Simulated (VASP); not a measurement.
Runs of VASP 6.6.1 on BN. It takes space group F-43m (No. 216, cubic). Conventional cell: a = 3.626 Å, b = 3.626 Å, c = 3.626 Å, α = 90.00°, β = 90.00°, γ = 90.00°. N (site symmetry -43m) is surrounded by 4 B at 1.57 Å. B (site symmetry -43m) is surrounded by 4 N at 1.57 Å. The cell is a database's computed one.

```csv
task,level,cell,k mesh,smearing,optimiser,grid for exact exchange (PRECFOCK),exchange at q = 0,share of exact exchange,mesh quality,gap on the mesh (eV),pressure (GPa)
relaxation of the atoms,BLYP+D4,atoms relaxed from: volume scaled by 0.8,13 × 13 × 13,gaussian 0.1 eV,BFGS,-,-,-,not flagged,5.24,116.9
band structure,r2SCAN50,as given,7 × 7 × 7,fermi-dirac 0.05 eV,-,Fast,default,-,coarse,-,(a)
band structure,HSEsol,as given,7 × 7 × 7,fermi-dirac 0.05 eV,-,Fast,-,-,coarse,5.96,(b)
band structure,SCAN0,as given,7 × 7 × 7,fermi-dirac 0.05 eV,-,Fast,default,-,coarse,-,-12.2
band structure,r2SCAN-EpsX,as given,7 × 7 × 7,fermi-dirac 0.05 eV,-,Normal,truncated,0.2167,coarse,6.87,-9.8
```

Alike in all rows: potentials or basis VASP PAW PBE potentials, release 64 (N, B); no spin polarisation; cutoff (eV) 520.

Q: Estimate the missing entries.

A: (a) -17.2; (b) -12.8.

Caveats: some runs use coarse meshes; the PAW data sets were made with another functional, which shifts forces and pressure a little (some runs); an unscreened hybrid on a path of extra k points without a Coulomb cutoff has errors near the mesh points, so the bands along the path aren't reliable (some runs); the mesh misses the band edges, which the band path finds closer together (some runs); the relaxation stopped at its first step, so nothing moved (some runs); an odd mesh through Γ misses points on the zone boundary, where band edges often lie (some runs); so large a pressure means that the cell lies far from this level's equilibrium, or that cutoff or potentials fall short (some runs); the potentials were made for another functional, which shifts forces and pressure (some runs).

Runs at the PBE level aren't shown here.
